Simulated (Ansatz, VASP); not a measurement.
**Two plane-wave programs on TiB2**

```
CELL_PARAMETERS angstrom
3.11725 0.00000 0.00000
-1.55863 2.69962 0.00000
0.00000 0.00000 3.04989
ATOMIC_POSITIONS crystal
Ti 0.00000 0.00000 0.00000
B 0.33333 0.66667 0.50000
B 0.66667 0.33333 0.50000
```

Alike in both runs: task single point; functional PBE; k mesh 18 × 18 × 16; occupations gaussian, width 0.15 eV; no spin polarisation.

|  | VASP | Ansatz |
| --- | --- | --- |
| version | VASP 6.6.1 | Ansatz 0.2.0 |
| potentials or method | VASP PAW PBE potentials, release 64 (Ti_sv, B) | scalar-relativistic, plane waves, PAW |
| plane-wave cutoff (eV) | 520 | 420 |
| valence electrons in the cell | 18 | 18 |

|  | VASP | Ansatz | Ansatz less VASP |
| --- | --- | --- | --- |
| gap on the k mesh at the Fermi level (eV) | none | none | - |
| pressure (GPa) | -1.9 | -2.2 | -0.27 |
| largest component of the traceless stress (GPa) | 21.76 | 21.77 | +0.019 |

A gap of «none» marks a metal or a gap that the smearing closes.
